In the DDH-PBE0 row the stress across the layers of PbO is lower than the stress within them, 1.9 against 2.1 GPa. In the other four rows it is higher. The same row also has by far the largest pressure, although the atoms and the cell are identical throughout. Both oddities can be traced largely to how strongly each functional pulls on the Pb–O bonds. A change of about 0.1 eV/Å in the pull of each bond is enough to shift the pressure by roughly 1.5 GPa.

Hybrid-functional DFT calculations with Ansatz 0.2.0 for PbO (P4/nmm, 4-atom cell) at one fixed r2SCAN-rVV10 geometry, using plane waves, PAW potentials and a 4×4×4 k mesh, without spin polarisation or spin–orbit coupling. Pressure and stress are positive in compression and rounded to 0.1 GPa; x lies in the plane of the layers and z across them.

| functional | wave cutoff | pressure (GPa) | stress xx (GPa) | stress zz (GPa) |
| --- | --- | --- | --- | --- |
| DDH-PBE0 | 420 eV | 2.100 | 2.100 | 1.900 |
| HSE06 | 420 eV | 0.600 | 0.500 | 0.800 |
| PBE0 | 420 eV | 0.600 | 0.500 | 0.700 |
| r2SCAN0 | 500 eV | -1.200 | -1.500 | -0.700 |
| r2SCANh | 500 eV | 0.200 | 0.100 | 0.400 |

A positive pressure means that the cell wants to expand, a negative one that it wants to shrink. Stress xx acts along an edge in the plane of the layers, and stress zz acts across them. All five functionals are hybrids, which replace part of an approximate exchange energy by exact exchange. DDH-PBE0 and PBE0 have the same parent, PBE, and differ only in the fraction replaced. PBE0 takes 25%, while DDH-PBE0 takes its fraction from the dielectric constant; its smaller band gap, 2.0 against 2.5 eV, implies that this fraction is lower.

The order within each family is then simple: more exact exchange gives a lower pressure. From DDH-PBE0 to PBE0 the pressure falls by 1.5 GPa. From r2SCANh, with 10% exact exchange, to r2SCAN0, with 25%, it falls by 1.4 GPa. Shared evenly over that second step, this is about 1 GPa for every ten percentage points.

A likely reason for the sign, which these runs do not test, is the error of self-interaction. Approximate exchange leaves part of an electron's repulsion with itself uncancelled, and the electron lowers that spurious energy by spreading out. The oxide ion, with its loosely held outer electrons, is therefore too diffuse and pushes too hard against the filled shells of lead. Exact exchange removes part of the error, the ion becomes more compact, and the Pb–O bonds tend to shorten. In a cell whose edges are held fixed, that tendency appears as tension, which lowers the pressure.

The stresses and forces can show whether the added pull really lies along these bonds. Each flat sheet of oxygen has lead atoms above and below it, at a height $h$ = 1.18 Å. Every oxygen has four lead neighbours at the bond length $r$ = 2.315 Å, so the cell holds eight such bonds. Suppose that more exact exchange adds the same tension $T$ to each of them and changes nothing else.

A bond contributes to the stress in a given direction in proportion to the square of its extent in that direction. All eight bonds rise by $h$ across the layers, but only four of them lean along $x$, each by half the in-plane edge $a$. Dividing by the cell volume $a^2c$, where $c$ is the edge across the layers, gives

$$\Delta\sigma_{xx}=-\frac{T}{rc},\qquad \Delta\sigma_{zz}=-\frac{8Th^2}{r a^2 c},\qquad \frac{\Delta\sigma_{zz}}{\Delta\sigma_{xx}}=\frac{8h^2}{a^2}.$$

The unknown tension drops out of the ratio, which depends on the shape of the layer alone. It equals 0.71 here, so the stress across the layers should respond less than the stress within them. The two steps in exact exchange give 0.73 and 0.72. The ratio would reach one only if lead stood about 1.4 Å above the oxygen sheet; it sits lower, so the bonds lie rather flat and pull mostly sideways.

This accounts for the odd row. In PBE0 the stress across the layers is the higher one, by about 0.26 GPa. Going back to DDH-PBE0 takes tension off the bonds, and the in-plane stress then rises by 0.45 GPa more than the other. The order of the two stresses is reversed, although the bonding mechanism is the same.

The force on lead gives a second test, worked here for the step from r2SCANh to r2SCAN0. The in-plane stress falls by 1.58 GPa, which is 0.0099 eV/Å³. Multiplying by $rc$, with $c$ = 5.00 Å, gives a tension of $T\approx$ 0.11 eV/Å in each bond.

Each lead atom is held by four bonds, all on the same side of it. Their sideways pulls cancel and their vertical pulls add, so the force on lead should change by $4Th/r$, or 0.23 eV/Å. The calculation gives 0.26 eV/Å, so the estimate is about a tenth too low. In the PBE family the same estimate comes out slightly too high. The in-plane stress of each step served to find $T$, but the force did not enter the estimate, so the agreement in its size is a real test of where the pull acts. The force on a given lead atom points the same way in all five rows, so the sizes can be subtracted; whether it points towards the oxygen sheet was not checked.

The fraction of exact exchange does not settle the whole order, because the parent functional matters as much. PBE0 and r2SCAN0 both contain 25%, yet their pressures differ by 1.8 GPa. This is why r2SCANh, with only 10%, already lies slightly below PBE0. To place a hybrid in this table, one has to ask first which parent it has and then how much exact exchange it contains.

The bond picture is less complete for this change of parent. The ratio of the two stress changes still looks right, at 0.74, but the force on lead changes by only 0.19 eV/Å where the model asks for 0.29 eV/Å. If the force is taken to fix the tension in the bonds, a further, nearly uniform drop in stress of about half a gigapascal is left over. It may belong to the parent functionals themselves, or to unequal basis errors in the two families, since an incomplete basis produces a stress of its own. The higher cutoff of the r2SCAN rows is an unlikely cause by itself: an incomplete basis usually makes the computed pressure too low, so a larger basis should raise it. The output below sets the bond model against all three steps.

HSE06 and PBE0 show that the band gap is a poor guide to the pressure. HSE06 keeps exact exchange only at short range, which lowers the gap by 0.65 eV, yet the two pressures agree to within 0.1 GPa. The gap involves an empty state, whereas the pressure follows from the total energy, in which empty states do not count. The long-range part of exact exchange evidently matters little for the pressure here. With stresses converged only loosely, the small difference that remains should not be interpreted.

For practical use, the pressure closest to zero, that of r2SCANh, is no certificate of accuracy. The cell was optimised with a functional that includes dispersion, the weak attraction that helps to hold the layers together, and none of the five hybrids here has a separate term for it. Adding one should lower the pressures. Letting the atoms move would change them too, probably most for r2SCAN0, where the force on lead is largest.

Printed output of the fit:

```
Unrounded results:
       row  pressure GPa  xx GPa   zz GPa  force on Pb eV/A  gap eV
  DDH-PBE0         2.062   2.125    1.936           0.03405   2.017
     HSE06         0.637  0.5499   0.8112             0.267   1.887
      PBE0        0.5521  0.4653   0.7258            0.2691   2.541
   r2SCAN0        -1.208  -1.465  -0.6949            0.4638   2.796
   r2SCANh        0.2249  0.1157   0.4434            0.2021   2.032
Height of Pb above the O sheet [A]: 1.183
Bond model, ratio of zz change to xx change: 0.7061
DDH-PBE0 to PBE0, change of pressure [GPa]: -1.51
DDH-PBE0 to PBE0, change of xx [GPa]: -1.659
DDH-PBE0 to PBE0, change of zz [GPa]: -1.21
DDH-PBE0 to PBE0, computed ratio zz to xx: 0.729
DDH-PBE0 to PBE0, computed change of force on Pb [eV/A]: 0.235
DDH-PBE0 to PBE0, force change from bond model [eV/A]: 0.245
r2SCANh to r2SCAN0, change of pressure [GPa]: -1.433
r2SCANh to r2SCAN0, change of xx [GPa]: -1.581
r2SCANh to r2SCAN0, change of zz [GPa]: -1.138
r2SCANh to r2SCAN0, computed ratio zz to xx: 0.7201
r2SCANh to r2SCAN0, computed change of force on Pb [eV/A]: 0.2618
r2SCANh to r2SCAN0, force change from bond model [eV/A]: 0.2334
PBE0 to r2SCAN0, change of pressure [GPa]: -1.76
PBE0 to r2SCAN0, computed ratio zz to xx: 0.736
PBE0 to r2SCAN0, computed change of force on Pb [eV/A]: 0.1947
PBE0 to r2SCAN0, force change from bond model [eV/A]: 0.285
PBE0 to r2SCAN0, xx change left after the bond part set by the force [GPa]: -0.6115
PBE0 to r2SCAN0, zz change left after the bond part set by the force [GPa]: -0.4895
PBE0 to HSE06, change of pressure [GPa]: 0.08487
PBE0 to HSE06, change of gap [eV]: -0.6545
```
